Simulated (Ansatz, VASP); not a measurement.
**In: VASP beside Ansatz**

```
CELL_PARAMETERS angstrom
0.00000 2.39561 2.39561
2.39561 0.00000 2.39561
2.39561 2.39561 0.00000
ATOMIC_POSITIONS crystal
In 0.00000 0.00000 0.00000
```

Alike in both runs: functional PBE; k mesh 15 × 15 × 15; occupations fermi-dirac, width 0.05 eV; no spin polarisation.

Ansatz relaxed the structure, and its values are those at the end. VASP's run is a single point on that final structure, the one shown.

```csv
,VASP,Ansatz
version,VASP 6.6.1,Ansatz 0.2.0
potentials or method,"VASP PAW PBE potentials, release 64 (In_d)","PAW with Ansatz's default frozen-core files, scalar-relativistic"
plane-wave cutoff (eV),520,420
valence electrons in the cell,13,13
```

```csv
,VASP,Ansatz,Ansatz less VASP
pressure (GPa),0.0,0.0,+0.05
```
